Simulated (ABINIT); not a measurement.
Set up this calculation in ABINIT 10.8.3 (patched build), as the native input.

| Property | Result |
| --- | --- |
| Task | single point |
| Functional | r2SCAN |
| Potentials or basis | JTH PAW PBE v2.0 |
| Cutoff | 653 eV |
| k mesh | 6 × 6 × 6 |
| Occupations | fermi-dirac, width 0.05 eV |
| Spin | no spin polarisation |
| Fine-grid cutoff | 1251.72 eV |

Crystal: HgSe.

```
Hg Se
1.0
     0.00000    3.03900    3.03900
     3.03900    0.00000    3.03900
     3.03900    3.03900    0.00000
Hg Se
1 1
Direct
  0.00000 0.00000 0.00000
  0.75000 0.75000 0.75000
```

One way to write it, as run:

run.abi

```
pp_dirpath "./"
pseudos "Hg.GGA_PBE-JTH.xml, Se.GGA_PBE-JTH.xml"

acell 4.2977950161 4.2977950161 4.2977950161 Angstrom
rprim
     0.0000000000     0.7071067812     0.7071067812
     0.7071067812     0.0000000000     0.7071067812
     0.7071067812     0.7071067812     0.0000000000
ntypat 2
znucl 80 34
natom 2
typat 1 2
xred
     0.0000000000     0.0000000000     0.0000000000
     0.7500000000     0.7500000000     0.7500000000

ecut 24.0
pawecutdg 46.0

kptopt 1
ngkpt 6 6 6
nshiftk 1
shiftk 0.0 0.0 0.0

ixc -497498
usekden 1
pawxcdev 0

nband 13
occopt 3
tsmear 0.05 eV

nstep 100
tolvrs 1.0e-7

iomode 3
prtwf 0
prtden 0
prteig 0
prtebands 0
enunit 1
```

Potentials or basis: JTH PAW PBE v2.0.

Command:

```sh
$ abinit run.abi > log 2>&1
```

It gave:

| Item | Value |
| --- | --- |
| Pressure | 3.1 GPa |
| Band gap on the k mesh | none (metal or under the smearing width) |
| Valence electrons inside the program's atomic spheres | Hg 9.97; Se 3.95 |

Caveat: the PAW data sets were made with another functional, which shifts forces and pressure a little.

Run time: 83 s on 1 thread of Arm Neoverse V1, with other jobs on the host, peak memory 0.16 GiB.
